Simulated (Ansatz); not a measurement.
CoSi$_{2}$: course of a relaxation

Level of theory: DFT PBEsol, scalar-relativistic, plane waves, PAW (Ansatz). (420 eV cutoff, 10×10×8 k-mesh, Gaussian smearing of 0.10 eV, no spin polarisation)

What was changed: biaxial strain in the a-b plane, c and atoms relaxed: -1.5 %.

Command:

```bash
ansatz run input.yaml --threads 1 --pin off --max-ram 2560MiB --backend cpu --events-out ev --progress --plain --runs-dir out
```

Input:

```yaml
crystal:
  lattice:
    - [2.6164101518, 2.6164101518, 0.0]
    - [-2.6164101518, 2.6164101518, 0.0]
    - [0.0, 0.0, 5.3603204937]
  atoms:
    - { symbol: Co, position: [0.0, 0.0, 0.0] }
    - { symbol: Co, position: [0.5, 0.5, 0.5] }
    - { symbol: Si, position: [0.0, 0.5, 0.75] }
    - { symbol: Si, position: [0.5, 0.0, 0.75] }
    - { symbol: Si, position: [0.5, 0.0, 0.25] }
    - { symbol: Si, position: [0.0, 0.5, 0.25] }
basis:
  ecutwfc: 420
kpoints:
  mp_grid: { grid: [10, 10, 8] }
hamiltonian:
  xc: pbesol
scf:
  occupations: { method: gaussian, width: 0.1 }
output:
  forces: true
  stress: true
  eigenvalues: true
  write_density: true
  write_potential: true
  elf: true
  volumetric_format: npy
relax:
  adjacent_minimum: "off"
  f_tol: 0.008
  max_steps: 40
  cell: { stress_tol: 0.015, fix: [a, b, gamma] }
```

F is the free energy. Steps run on the plane waves of an earlier cell, but the last one, and at times one on the way, on a freshly chosen basis, so a repeated geometry can differ a little in energy. The held parts of the cell keep their stress, so P needn't end at zero.

Steps:

| step | F − F(1) (eV) | largest force component (eV/Å) | V (Å³/atom) | P (GPa) |
| --- | --- | --- | --- | --- |
| 1 | 0.0000 | 0.000 | 12.232 | 4.34 |
| 2 | -0.0042 | 0.000 | 12.291 | 3.32 |
| 3 | -0.0055 | 0.000 | 12.348 | 2.38 |
| 4 | -0.0054 | 0.000 | 12.350 | 2.35 |
| 5 | -0.0059 | 0.000 | 12.350 | 2.36 |
| 6 | -0.0059 | 0.000 | 12.351 | 2.34 |
| 7 | -0.0059 | 0.000 | 12.351 | 2.34 |

Relaxed structure:

```yaml
crystal:
  lattice:
    - [2.61641, 2.61641, 0.00000]
    - [-2.61641, 2.61641, 0.00000]
    - [0.00000, 0.00000, 5.41278]
  atoms:
    - { symbol: Co, position: [0.00000, 0.00000, 0.00000] }
    - { symbol: Co, position: [0.50000, 0.50000, 0.50000] }
    - { symbol: Si, position: [0.00000, 0.50000, 0.75000] }
    - { symbol: Si, position: [0.50000, 0.00000, 0.75000] }
    - { symbol: Si, position: [0.50000, 0.00000, 0.25000] }
    - { symbol: Si, position: [0.00000, 0.50000, 0.25000] }
```

The structure is tetragonal, space group I4/mmm (No. 139). Conventional cell: a = 3.700 Å, b = 3.700 Å, c = 5.413 Å, α = 90.00°, β = 90.00°, γ = 90.00°. Co (site symmetry 4/mmm) is surrounded by 8 Si at 2.29 Å. Si (site symmetry -4m2) is surrounded by 4 Co at 2.29 Å and 4 Si at 2.62 Å.

The run converged. Time: 2.2 min on 1 thread of Arm Neoverse V1, with other jobs on the host, peak memory 0.47 GiB.